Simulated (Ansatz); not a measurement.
# ZnS: the cost of one run

Method: DFT PBEsol, all-electron LAPW, scalar-relativistic unless said, in Ansatz 0.2.0.

The COD entry's cell or inner coordinates are ideal or old and differ from later refinements, so a difference from it is no clean test against experiment.

## Step 1: The starting structure

It takes space group F-43m (No. 216, cubic). The conventional cell has a = 5.356 Å, b = 5.356 Å, c = 5.356 Å, α = 90.00°, β = 90.00°, γ = 90.00°. Around Zn (site symmetry -43m) lie 4 S at 2.32 Å. S (site symmetry -43m) has 4 Zn at 2.32 Å as nearest neighbours.

Coordinates:

```cif
data_structure
_symmetry_space_group_name_H-M 'P 1'
_symmetry_Int_Tables_number 1
_cell_length_a 3.7869
_cell_length_b 3.7869
_cell_length_c 3.7869
_cell_angle_alpha 60.000
_cell_angle_beta 60.000
_cell_angle_gamma 90.000
_cell_volume 38.40
loop_
_atom_site_label
_atom_site_type_symbol
_atom_site_fract_x
_atom_site_fract_y
_atom_site_fract_z
_atom_site_occupancy
Zn1 Zn 0.75000 0.25000 0.50000 1
S1 S 0.00000 0.00000 0.00000 1
```

Cartesian axes are those of the input's lattice vectors. The structure goes back to a database entry.

## Step 2: Reference run, fine mesh, LAPW

File input.yaml:

```yaml
crystal:
  lattice:
    - [2.67776960145, 2.67776960145, 0.0]
    - [-2.67776960145, 2.67776960145, 0.0]
    - [0.0, 2.67776960145, 2.67776960145]
  atoms:
    - { symbol: Zn, position: [0.75, 0.25, 0.5] }
    - { symbol: S, position: [0.0, 0.0, 0.0] }
kpoints:
  mp_grid: { grid: [8, 8, 8] }
scf:
  occupations: { method: fixed }
hamiltonian:
  xc: pbesol
  pseudopotentials: { kind: all_electron, lapw: { basis_error: 0.001 } }
output:
  forces: true
  stress: true
  eigenvalues: true
  eigenstates:
    nscf_kmesh: { grid: [12, 12, 12] }
    de_dk: true
    e_range: [-9, 12.08787410536]
checkpoint:
  write: ck
  write_wavefunctions: false
```

Command:

```sh
> ansatz run input.yaml --threads 1 --pin off --max-ram 3072MiB --backend cpu --events-out ev --progress --plain --runs-dir out
```

**Question.** How long does this run take on 1 thread of Arm Neoverse V2, shared host, and how much memory does it need?

About 19 s, with a peak of 0.28 GiB.
